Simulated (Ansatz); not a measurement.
Sr:

```
Sr
1.0
     0.00000    3.04235    3.04235
     3.04235    0.00000    3.04235
     3.04235    3.04235    0.00000
Sr
1
Direct
  0.00000 0.00000 0.00000
```

Base run:

- Program: Ansatz 0.2.0
- Functional: RPBE
- Potentials or basis: Ansatz PAW
- Cutoff: 420 eV
- Density cutoff: 1680 eV
- k mesh: 8 × 8 × 8
- Occupations: gaussian, width 0.02 eV
- Spin: no spin polarisation

Its results: band gap on the k mesh none (metal or under the smearing width); pressure 0.3 GPa.

Task: The run is repeated on the same cell with these changes: functional from RPBE to PBEsol; occupations from gaussian, width 0.02 eV to gaussian, width 0.05 eV. What comes out?

Result: Band gap on the k mesh none (metal or under the smearing width); pressure -0.9 GPa.

Caveats: the PAW data sets come from PBE, with cores solved anew for the run's functional, which leaves a small shift of forces and pressure; the potentials were made for another functional, which shifts forces and pressure (some runs).

Not every run made on this cell is shown here.
